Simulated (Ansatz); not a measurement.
Squeezing Li (hcp type)

```yaml
crystal:
  lattice:
    - [3.05850, 0.00000, 0.00000]
    - [-1.52925, 2.64874, 0.00000]
    - [0.00000, 0.00000, 4.99974]
  atoms:
    - { symbol: Li, position: [0.33333, 0.66667, 0.25000] }
    - { symbol: Li, position: [0.66667, 0.33333, 0.75000] }
```

The cell comes from a relaxation on PAW files under the same functional, begun from a prototype that needn't be the stable phase.

Its volume is scaled, and at each volume shape and atoms are relaxed on PAW files; all methods then take that cell.

Computed with Ansatz 0.2.0; functional PBE, scalar-relativistic. Settings: a Γ-centred 14×14×8 k mesh, Fermi–Dirac smearing of 0.1 eV, no spin polarisation. Methods: LAPW: all electrons, basis error target 1 meV/atom; PAW: frozen-core files, cutoff 420 eV; crystal datasets: all electrons, by PAW datasets that the program makes for each cell; norm-conserving: pseudopotentials, cutoff 1034 eV; PAW (cutoff 800 eV): frozen-core files, cutoff 800 eV.

Energies are extrapolated to zero smearing and count from the unscaled cell; pressure is positive in compression; gaps take the mesh and a band path. No temperature or zero-point motion is included.

The structure type is held throughout; the real material can change phase at far lower pressure.

```tsv
V/V0	V (Å³/atom)	P LAPW (GPa)	ΔE LAPW (eV/atom)	P PAW − LAPW (GPa)	ΔE PAW − LAPW (meV/atom)	space group	shortest distance (Å)
1.00	20.25	0.01	0.000	-0.01	0.0	P6_3/mmc	3.059
0.88	17.82	2.19	0.015	-0.01	0.0	P6_3/mmc	2.931
0.78	15.80	5.20	0.060	-0.01	0.0	P6_3/mmc	2.815
0.68	13.77	?	?	?	?	?	?
0.58	11.75	18.71	0.330	-0.01	-0.1	P6_3/mmc	2.551
0.50	10.13	30.6	0.574	-0.01	-0.2	P6_3/mmc	2.428
0.43	8.71	48.0	0.914	-0.01	-0.2	P6_3/mmc	2.309
```

(1) Fit the Vinet equation to the LAPW pressures shown (residuals weighted by 1/(|P| + 0.03·Pmax)), and predict the pressure of the withheld row.

(2) At the smallest volume, how far do crystal datasets and norm-conserving and PAW (cutoff 800 eV) lie from LAPW in pressure?

(3) How do the Löwdin populations by LAPW change from the unscaled cell to the last row?

Answers

(1) The fit gives V0 = 20.27 Å³/atom, B0 = 13.2 GPa and B0′ = 3.77. At 13.77 Å³/atom, x = (V/V0)^(1/3) = 0.8792, and P = 3·B0·(1 − x)/x²·exp[1.5·(B0′ − 1)·(1 − x)] = 10.25 GPa. The run itself gave 10.14 GPa (+1.0 % off) and ΔE = 0.154 eV/atom.

(2) crystal datasets: 0.00 GPa; norm-conserving: +0.01 GPa; PAW (cutoff 800 eV): 0.00 GPa, on a LAPW pressure of 48.0 GPa.

(3) Li 2s 0.93 → 0.96 electrons an atom. These are projections on the shells that the free atoms fill; 0.16 e a cell lies outside them at the start and 0.14 e at the end.
